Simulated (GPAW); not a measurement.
Crystal: TiSi.

```xyz
2
Lattice="1.8162 -2.1176 0.0000 1.8162 2.1176 0.0000 0.0000 0.0000 3.8039" Properties=species:S:1:pos:R:3 pbc="T T T"
Ti    1.8162    0.0000    0.0000
Si    0.0000    0.0000    1.9020
```

The cell comes from a database or a generator and needn't be the stable form of this composition.

```yaml
Program: GPAW 26.7.0
Task: relaxation of cell and atoms
Functional: r2SCAN
Potentials_or_basis: GPAW PAW data sets (gpaw-data 1.2.1)
Cutoff: 600 eV
Basis: pw
k_mesh: 7 × 7 × 5
Occupations: fermi-dirac, width 0.05 eV
Spin: no spin polarisation
```

At the start: pressure -1.8 GPa; volume 14.63 Å³/atom.

Question: How do energy, volume and symmetry change on relaxing?

Answer: Over 6 steps the energy falls by 3.8 meV/atom and the volume is 14.39 Å³/atom (-1.6 %); space group Cmmm (No. 65, to 0.05 Å).

Step by step:
| step | energy change (eV) | largest force (eV/Å) | pressure (GPa) | volume (Å³) |
| --- | --- | --- | --- | --- |
| 1 | 0.0000 | 0.0000 | -1.75 | 29.26 |
| 2 | -0.0016 | 0.0000 | -1.32 | 29.16 |
| 3 | -0.0052 | 0.0000 | 0.93 | 28.66 |
| 4 | -0.0058 | 0.0000 | 0.84 | 28.67 |
| 5 | -0.0076 | 0.0000 | 0.03 | 28.78 |
| 6 | -0.0076 | 0.0000 | 0.00 | 28.78 |

Final structure:
```xyz
2
Lattice="1.8323 -2.0642 0.0000 1.8323 2.0642 0.0000 0.0000 0.0000 3.8052" Properties=species:S:1:pos:R:3 pbc="T T T"
Ti    1.8323    0.0000    0.0000
Si    0.0000    0.0000    1.9026
```

Caveat: later steps reuse the first step's grids; the PAW data sets were made with another functional, which shifts forces and pressure a little.
